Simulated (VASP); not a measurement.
LiCl:

```
Cl Li
1.0
     0.00000    2.56477    2.56477
     2.56477    0.00000    2.56477
     2.56477    2.56477    0.00000
Cl Li
1 1
Direct
  0.50000 0.50000 0.50000
  0.00000 0.00000 0.00000
```

Program: VASP 6.6.1. Alike in all runs: task band structure; potentials or basis VASP PAW PBE potentials, release 64 (Cl, Li_sv); no spin polarisation; cell as given; k mesh 6 × 6 × 6; cutoff (eV) 520; smearing gaussian 0.02 eV.

Task: Order these runs on this cell by their band gap on the k mesh, lowest first.
A. level PBE0; exchange at q = 0 truncated
B. level HSE06; screening parameter 0.2 1/A
C. level HSE03

Result: C (7.49 eV), B (7.75 eV), A (8.45 eV).

